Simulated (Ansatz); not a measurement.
Runs of Ansatz 0.2.0 on Co. It takes space group P6_3/mmc (No. 194, hexagonal). The conventional cell has a = 2.472 Å, b = 2.472 Å, c = 4.021 Å, α = 90.00°, β = 90.00°, γ = 120.00°. Co (site symmetry -6m2) has 12 Co at 2.47 Å as nearest neighbours. 

| task | level | cell | k mesh | cutoff (eV) | smearing | gap on the mesh (eV) | pressure (GPa) | moment (μB) | relaxed volume (Å³/atom) |
| --- | --- | --- | --- | --- | --- | --- | --- | --- | --- |
| single point | PBE | as given | 12 × 12 × 7 | 315 | gaussian 0.014 eV | none | 4.6 | 3.22 | - |
| single point | PBE | as given | 12 × 12 × 7 | 315 | gaussian 0.011 eV | none | 4.6 | 3.22 | - |
| single point | PBE | as given | 12 × 12 × 7 | 315 | gaussian 0.017 eV | none | 4.6 | 3.22 | - |
| elastic constants | PBE | as given | 9 × 9 × 5 | 338 | fermi-dirac 0.05 eV | none | 3.5 | 3.07 | - |
| relaxation of cell and atoms | PBEsol+D4 | relaxed | 12 × 12 × 7 | - | fermi-dirac 0.05 eV | - | 0.0 | (b) | 10.21 |
| relaxation of cell and atoms | BLYP+D3(BJ) | relaxed | 12 × 12 × 7 | - | fermi-dirac 0.05 eV | - | 0.0 | 3.12 | (a) |
| band structure | PBE | as given | 12 × 12 × 7 | 315 | fermi-dirac 0.05 eV | - | 4.6 | 3.21 | - |
| single point | PBE | as given | 12 × 12 × 7 | 315 | gaussian 0.013 eV | none | 4.6 | 3.22 | - |

Alike in all rows: potentials or basis all-electron LAPW, scalar-relativistic; spin collinear, ferromagnetic start; basis error allowed 0.001 eV/atom.

Problem. Fill in the values left out.

Solution. (a) 10.57; (b) 3.09.

Caveats: the k mesh is thin for a metal, which can move the energy by tens of meV per atom (some runs); a metal's response needs a denser mesh (some runs); the cell is more than 3 GPa from zero pressure, which shifts response properties (some runs); elastic constants of metals need much finer meshes, so these are rough (some runs).

A gap of «none» marks a metal or a gap under the smearing width.
